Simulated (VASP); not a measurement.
# TePb (Fm-3m) in VASP: a series of runs

Runs on TePb. Level: PBE. Tasks: band structure.

Program: VASP 6.6.1. These are calculated values, not measurements. Logs are shortened: lines on timing, memory, paths and dates and some standing lists are left out, and cuts for length are marked.

**Measured values to compare with.**

A printed reference work, monograph reports, for a bulk crystal of TePb at 4.2 K: band gap 0.19 eV (direct).

The runs below are set against these values where they give the same quantity.

### 1 Starting point

Symmetry: Fm-3m, No. 225, cubic system. Conventional cell: a = 6.462 Å, b = 6.462 Å, c = 6.462 Å, α = 90.00°, β = 90.00°, γ = 90.00°. Around Pb (site symmetry m-3m) lie 6 Te at 3.23 Å. Around Te (site symmetry m-3m) lie 6 Pb at 3.23 Å.

### 2 Band structure, PBE

The input, POSCAR:

```
TePb
1.0
    0.0000000000      3.2310000000      3.2310000000
    3.2310000000      0.0000000000      3.2310000000
    3.2310000000      3.2310000000      0.0000000000
Pb Te
1 1
Direct
    0.0000000000      0.0000000000      0.0000000000
    0.5000000000      0.5000000000      0.5000000000
```

The input, INCAR.step1:

```
ALGO = Normal ; EDIFF = 1E-7
ENCUT = 520 ; GGA = PE
ISIF = 2 ; ISMEAR = -1
LASPH = T ; LCHARG = T
LREAL = F ; LWAVE = F
NBANDS = 17 ; NELM = 80
PREC = Accurate ; SIGMA = 0.05
```

The input, KPOINTS.step1:

```
k-points
0
Gamma
  7 7 7
```

The input, INCAR.step2:

```
ALGO = Normal ; EDIFF = 1E-7
ENCUT = 520 ; GGA = PE
ICHARG = 11 ; ISIF = 2
ISMEAR = 0 ; LASPH = T
LCHARG = F ; LREAL = F
LWAVE = F ; NBANDS = 17
NELM = 80 ; PREC = Accurate
SIGMA = 0.05
```

The input, KPOINTS.step2:

```
path GXWKGLUWLK,UX
20
line-mode
reciprocal
 0.0000000000  0.0000000000  0.0000000000  G
 0.5000000000  0.0000000000  0.5000000000  X

 0.5000000000  0.0000000000  0.5000000000  X
 0.5000000000  0.2500000000  0.7500000000  W

 0.5000000000  0.2500000000  0.7500000000  W
 0.3750000000  0.3750000000  0.7500000000  K

 0.3750000000  0.3750000000  0.7500000000  K
 0.0000000000  0.0000000000  0.0000000000  G

 0.0000000000  0.0000000000  0.0000000000  G
 0.5000000000  0.5000000000  0.5000000000  L

 0.5000000000  0.5000000000  0.5000000000  L
 0.6250000000  0.2500000000  0.6250000000  U

 0.6250000000  0.2500000000  0.6250000000  U
 0.5000000000  0.2500000000  0.7500000000  W

 0.5000000000  0.2500000000  0.7500000000  W
 0.5000000000  0.5000000000  0.5000000000  L

 0.5000000000  0.5000000000  0.5000000000  L
 0.3750000000  0.3750000000  0.7500000000  K

 0.6250000000  0.2500000000  0.6250000000  U
 0.5000000000  0.0000000000  0.5000000000  X
```

Potentials or basis: VASP PAW PBE potentials, release 54 (Pb_d, Te).

Run with:

```sh
> cat potpaw_PBE.54/Pb_d/POTCAR potpaw_PBE.54/Te/POTCAR > POTCAR
> cp INCAR.step1 INCAR
> cp KPOINTS.step1 KPOINTS
> mpirun -np 1 vasp_std > vasp.out
> cp INCAR.step2 INCAR
> cp KPOINTS.step2 KPOINTS
> mpirun -np 1 vasp_std > vasp.out
```

OUTCAR:

```text
EDIFF = 1E-7
   ENCUT = 520
   GGA = PE
   ICHARG = 11
   ISIF = 2
   ISMEAR = 0
   LASPH = T
   LREAL = F
   NELM = 80
   PREC = Accurate

 ion  position               nearest neighbor table
   1  0.000  0.000  0.000-   2 3.23   2 3.23   2 3.23   2 3.23   2 3.23   2 3.23
   2  0.500  0.500  0.500-   1 3.23   1 3.23   1 3.23   1 3.23   1 3.23   1 3.23

  LATTYP: Found a face centered cubic cell.
 ALAT       =     6.4620000000

  Lattice vectors:

 A1 = (   0.0000000000,   3.2310000000,   3.2310000000)
 A2 = (   3.2310000000,   0.0000000000,   3.2310000000)
 A3 = (   3.2310000000,   3.2310000000,   0.0000000000)

Analysis of symmetry for initial positions (statically):
=====================================================================
 Subroutine PRICEL returns:
 Original cell was already a primitive cell.

 Routine SETGRP: Setting up the symmetry group for a
 face centered cubic supercell.

 Subroutine GETGRP returns: Found 48 space group operations
 (whereof 48 operations were pure point group operations)
 out of a pool of 48 trial point group operations.

The static configuration has the point symmetry O_h .

Analysis of symmetry for dynamics (positions and initial velocities):
=====================================================================
 Subroutine PRICEL returns:
 Original cell was already a primitive cell.

 Routine SETGRP: Setting up the symmetry group for a
 face centered cubic supercell.

 Subroutine GETGRP returns: Found 48 space group operations
 (whereof 48 operations were pure point group operations)
 out of a pool of 48 trial point group operations.

The dynamic configuration has the point symmetry O_h .

 Subroutine INISYM returns: Found 48 space group operations
 (whereof 48 operations are pure point group operations),
 and found     1 'primitive' translations

----------------------------------------------------------------------------------------

                                     Primitive cell

  volume of cell :      67.4592

  direct lattice vectors                    reciprocal lattice vectors
     0.000000000  3.231000000  3.231000000    -0.154750851  0.154750851  0.154750851
     3.231000000  0.000000000  3.231000000     0.154750851 -0.154750851  0.154750851
     3.231000000  3.231000000  0.000000000     0.154750851  0.154750851 -0.154750851

  length of vectors
     4.569324020  4.569324020  4.569324020     0.268036337  0.268036337  0.268036337

  position of ions in fractional coordinates (direct lattice)
     0.000000000  0.000000000  0.000000000
     0.500000000  0.500000000  0.500000000

  ion indices of the primitive-cell ions
   primitive index   ion index
                 1           1
                 2           2

----------------------------------------------------------------------------------------

 KPOINTS: path GXWKGLUWLK,UX

Interpolating k-points between supplied coordinates.

 Line segments in fractional coordinates (reciprocal lattice):
    0.000000  0.000000  0.000000  ...  0.500000  0.000000  0.500000
    0.500000  0.000000  0.500000  ...  0.500000  0.250000  0.750000
    0.500000  0.250000  0.750000  ...  0.375000  0.375000  0.750000
    0.375000  0.375000  0.750000  ...  0.000000  0.000000  0.000000
    0.000000  0.000000  0.000000  ...  0.500000  0.500000  0.500000
    0.500000  0.500000  0.500000  ...  0.625000  0.250000  0.625000
    0.625000  0.250000  0.625000  ...  0.500000  0.250000  0.750000
    0.500000  0.250000  0.750000  ...  0.500000  0.500000  0.500000
    0.500000  0.500000  0.500000  ...  0.375000  0.375000  0.750000
    0.625000  0.250000  0.625000  ...  0.500000  0.000000  0.500000

 Generated    20 points on each line segment, for a total of    200 k-points:

 Following reciprocal coordinates:
            Coordinates               Weight
  0.000000  0.000000  0.000000      0.005000
  0.026316  0.000000  0.026316      0.005000
  0.052632  0.000000  0.052632      0.005000
  0.078947  0.000000  0.078947      0.005000
  0.105263  0.000000  0.105263      0.005000
  0.131579  0.000000  0.131579      0.005000
[... 16 lines left out ...]
  0.500000  0.026316  0.526316      0.005000
  0.500000  0.039474  0.539474      0.005000
 [... further k-points ...]
   k-points           NKPTS =    200   k-points in BZ     NKDIM =    200   number of bands    NBANDS=     17
   number of dos      NEDOS =    301   number of ions     NIONS =      2
   total plane-waves  NPLWV =  46656
   dimension x,y,z NGX =    36 NGY =   36 NGZ =   36
   dimension x,y,z NGXF=    72 NGYF=   72 NGZF=   72
   ions per type =               1   1
   NGX,Y,Z   is equivalent  to a cutoff of  13.10, 13.10, 13.10 a.u.
   NGXF,Y,Z  is equivalent  to a cutoff of  26.20, 26.20, 26.20 a.u.
 SYSTEM =  unknown system
   PREC   = accura    normal or accurate (medium, high low for compatibility)
   ISTART =      0    job   : 0-new  1-cont  2-samecut
   ICHARG =     11    charge: 1-file 2-atom 10-const
   ISPIN  =      1    spin polarized calculation?
   LNONCOLLINEAR =      F non collinear calculations
   LSORBIT =      F    spin-orbit coupling
   LASPH  =      T    aspherical Exc in radial PAW
   ENCUT  =  520.0 eV  38.22 Ry    6.18 a.u.   8.50  8.50  8.50*2*pi/ulx,y,z
   NELM   =     80;   NELMIN=  2; NELMDL=  0     # of ELM steps
   EDIFF  = 0.1E-06   stopping-criterion for ELM
   LREAL  =      F    real-space projection
   EDIFFG = 0.1E-05   stopping-criterion for IOM
   NSW    =      0    number of steps for IOM
   IBRION =     -1    ionic relax: 0-MD 1-quasi-New 2-CG
   NFREE  =      0    steps in history (QN), initial steepest desc. (CG)
   ISIF   =      2    stress and relaxation
   ISYM   =      2    0-nonsym 1-usesym 2-fastsym
   POTIM  = 0.5000    time-step for ionic-motion
   TEBEG  =    0.0;   TEEND  =   0.0 temperature during run
   PSTRESS=    0.0 pullay stress
   NELECT =      20.0000    total number of electrons
   NUPDOWN=      -1.0000    fix difference up-down
   EMIN   =  10.00;   EMAX   =-10.00  energy-range for DOS
   EFERMI =   0.00;   METHOD = LEGACY
   ISMEAR =     0;   SIGMA  =   0.05  broadening in eV -4-tet -1-fermi 0-gaus
   EFERMI_NEDOS =   21; number of points for ismear=-14 and -15
   IALGO  =     38    algorithm
   IMIX   =      4    mixing-type and parameters
     AMIX     =   0.40;   BMIX     =  1.00
     AMIX_MAG =   1.60;   BMIX_MAG =  1.00
  volume/ion in A,a.u.               =      33.73       227.62
  Fermi-wavevector in a.u.,A,eV,Ry     =   1.091619  2.062861 16.213147  1.191633
  Thomas-Fermi vector in A             =   2.227868
   LORBIT       =      0    0 simple, 1 ext, 2 COOP (PROOUT), +10 PAW based schemes
   GGA     = PE    functional components
   LHFCALC =     F    Hartree Fock is set to
   AEXX    =    0.0000 exact exchange contribution
   IVDW    =     0    specifies the selected vdW correction
   LEPSILON=     F    determine dielectric tensor
   LRPA    =     F    only Hartree local field effects (RPA)
 non-spin polarized calculation
 Gauss-broadening in eV      SIGMA  =   0.05
  energy-cutoff  :      520.00
  volume of cell :       67.46
 maximum number of plane-waves:      1841
 NGX is ok and might be reduce to    36

 number of electron      20.0000003 magnetization

 Free energy of the ion-electron system (eV)
  ---------------------------------------------------
  ext. energy  EPLUGINS =         0.00000000
  ---------------------------------------------------
  free energy    TOTEN  =        -8.43092343 eV

  energy without entropy =       -8.43092343  energy(sigma->0) =       -8.43092343

 E-fermi :   5.9285     XC(G=0):  -9.3007

 val. band max:        5.6249320257   @ k =   0.5000   0.5000   0.5000
 cond. band min:       6.3606491800   @ k =   0.5000   0.5000   0.5000
 fundamental gap:      0.7357171543
 Fermi energy:         5.9285432205

 k-point     1 :       0.0000    0.0000    0.0000
  band No.  band energies     occupation
      1     -11.0979      2.00000
      2     -11.0979      2.00000
      3     -11.0856      2.00000
      4     -11.0856      2.00000
      5     -11.0856      2.00000
      6      -6.3951      2.00000
[... 9 lines left out ...]
     16      11.4203      0.00000
     17      12.9938      0.00000

 k-point     2 :       0.0263    0.0000    0.0263
  band No.  band energies     occupation
      1     -11.0981      2.00000
      2     -11.0978      2.00000
      3     -11.0856      2.00000
      4     -11.0854      2.00000
      5     -11.0854      2.00000
      6      -6.3871      2.00000
[... 9 lines left out ...]
     16      11.4606      0.00000
     17      13.1392      0.00000

 k-point     3 :       0.0526    0.0000    0.0526
  band No.  band energies     occupation
      1     -11.0990      2.00000
      2     -11.0976      2.00000
      3     -11.0858      2.00000
      4     -11.0849      2.00000
      5     -11.0849      2.00000
      6      -6.3632      2.00000
[... 9 lines left out ...]
     16      11.5780      0.00000
     17      13.3233      0.00000

 k-point     4 :       0.0789    0.0000    0.0789
  band No.  band energies     occupation
      1     -11.1004      2.00000
      2     -11.0972      2.00000
      3     -11.0861      2.00000
      4     -11.0841      2.00000
      5     -11.0841      2.00000
      6      -6.3235      2.00000
[... 9 lines left out ...]
     16      11.7640      0.00000
     17      13.5098      0.00000

 k-point     5 :       0.1053    0.0000    0.1053
  band No.  band energies     occupation
      1     -11.1023      2.00000
      2     -11.0967      2.00000
      3     -11.0866      2.00000
      4     -11.0830      2.00000
      5     -11.0830      2.00000
      6      -6.2682      2.00000
[... 9 lines left out ...]
     16      12.0084      0.00000
     17      13.4845      0.00000

 k-point     6 :       0.1316    0.0000    0.1316
  band No.  band energies     occupation
      1     -11.1049      2.00000
      2     -11.0961      2.00000
      3     -11.0871      2.00000
      4     -11.0816      2.00000
      5     -11.0816      2.00000
      6      -6.1976      2.00000
[... 9 lines left out ...]
     16      12.3019      0.00000
     17      13.5675      0.00000
[... 281 lines left out ...]
 k-point    21 :       0.5000    0.0000    0.5000
  band No.  band energies     occupation
      1     -11.1599      2.00000
      2     -11.0954      2.00000
      3     -11.0866      2.00000
      4     -11.0595      2.00000
      5     -11.0595      2.00000
      6      -4.7125      2.00000
[... 9 lines left out ...]
     16      16.5661      0.00000
     17      16.6796      0.00000

 k-point    22 :       0.5000    0.0132    0.5132
  band No.  band energies     occupation
      1     -11.1598      2.00000
      2     -11.0953      2.00000
      3     -11.0867      2.00000
      4     -11.0596      2.00000
      5     -11.0595      2.00000
      6      -4.7116      2.00000
[... 9 lines left out ...]
     16      16.5837      0.00000
     17      16.6039      0.00000

 k-point    23 :       0.5000    0.0263    0.5263
  band No.  band energies     occupation
      1     -11.1595      2.00000
      2     -11.0952      2.00000
      3     -11.0869      2.00000
      4     -11.0598      2.00000
      5     -11.0595      2.00000
      6      -4.7088      2.00000
[... 9 lines left out ...]
     16      16.4077      0.00000
     17      16.6326      0.00000

 k-point    24 :       0.5000    0.0395    0.5395
  band No.  band energies     occupation
      1     -11.1590      2.00000
      2     -11.0949      2.00000
      3     -11.0873      2.00000
      4     -11.0601      2.00000
      5     -11.0595      2.00000
      6      -4.7042      2.00000
[... 9 lines left out ...]
     16      16.1630      0.00000
     17      16.7325      0.00000

 [... further k-points ...]

------------------------ aborting loop because EDIFF is reached ----------------------------------------

  FORCE on cell =-STRESS in cart. coord.  units (eV):
  Direction    XX          YY          ZZ          XY          YZ          ZX
  --------------------------------------------------------------------------------------
  -------------------------------------------------------------------------------------
  Total       -0.1007605     -0.1007605     -0.1007605      0.0000000      0.0000000     -0.0000000
  in kB       -2.3930967     -2.3930967     -2.3930967      0.0000000      0.0000000     -0.0000000
  external PRESSURE =      -2.3930967 kB  Pullay stress =       0.0000000 kB

 VOLUME and BASIS-vectors are now :
 -----------------------------------------------------------------------------
  energy-cutoff  :      520.00
  volume of cell :       67.46
      direct lattice vectors                 reciprocal lattice vectors
     0.000000000  3.231000000  3.231000000    -0.154750851  0.154750851  0.154750851
     3.231000000  0.000000000  3.231000000     0.154750851 -0.154750851  0.154750851
     3.231000000  3.231000000  0.000000000     0.154750851  0.154750851 -0.154750851

 POSITION                                       TOTAL-FORCE (eV/Angst)
 -----------------------------------------------------------------------------------
      0.00000      0.00000      0.00000         0.000000      0.000000      0.000000
      3.23100      3.23100      3.23100         0.000000      0.000000     -0.000000
 -----------------------------------------------------------------------------------
    total drift:                               -0.000000      0.000000      0.000000

  FREE ENERGIE OF THE ION-ELECTRON SYSTEM (eV)
  ---------------------------------------------------
  free  energy   TOTEN  =        -8.4309234257 eV

  energy  without entropy=       -8.4309234257  energy(sigma->0) =       -8.43092343
```

Wall time 2 min (1 thread of Intel Xeon Platinum 8259CL at 2.50GHz (Skylake/Cascade Lake), shared host); peak memory 0.37 GiB.

What came out:

```yaml
Band_gap_along_the_path: 0.74 eV, direct
```

Levels at the corners of the path, in eV from the Fermi level:
```csv
point,band 7,band 8,band 9,band 10,band 11,band 12,band 13,band 14
Γ,-6.00,-1.76,-1.76,-1.76,3.67,3.67,3.67,5.39
X,-7.70,-4.91,-3.21,-3.21,2.88,5.07,5.07,6.30
X,-7.70,-4.91,-3.21,-3.21,2.88,5.07,5.07,6.30
W,-8.39,-4.19,-4.19,-0.77,1.27,4.81,4.81,6.44
W,-8.39,-4.19,-4.19,-0.77,1.27,4.81,4.81,6.44
K,-8.37,-4.52,-2.71,-2.49,3.17,3.38,4.72,5.54
K,-8.37,-4.52,-2.71,-2.49,3.17,3.38,4.72,5.54
Γ,-6.00,-1.76,-1.76,-1.76,3.67,3.67,3.67,5.39
Γ,-6.00,-1.76,-1.76,-1.76,3.67,3.67,3.67,5.39
L,-8.99,-1.30,-1.30,-0.41,0.33,0.86,0.86,7.98
L,-8.99,-1.30,-1.30,-0.41,0.33,0.86,0.86,7.98
U,-8.37,-4.52,-2.71,-2.49,3.17,3.38,4.72,5.54
U,-8.37,-4.52,-2.71,-2.49,3.17,3.38,4.72,5.54
W,-8.39,-4.19,-4.19,-0.77,1.27,4.81,4.81,6.44
W,-8.39,-4.19,-4.19,-0.77,1.27,4.81,4.81,6.44
L,-8.99,-1.30,-1.30,-0.41,0.33,0.86,0.86,7.98
L,-8.99,-1.30,-1.30,-0.41,0.33,0.86,0.86,7.98
K,-8.37,-4.52,-2.71,-2.49,3.17,3.38,4.72,5.54
U,-8.37,-4.52,-2.71,-2.49,3.17,3.38,4.72,5.54
X,-7.70,-4.91,-3.21,-3.21,2.88,5.07,5.07,6.30
```

Caveat: the log is that of the step along the path at fixed density, whose energy, stress, charges and moments have no meaning; this odd mesh misses L, where the gap lies, so gap, dielectric constants and Born charges aren't listed; spin-orbit coupling is left out, which moves the levels of the heavy elements.

(Part 1 of 2 ends here.)
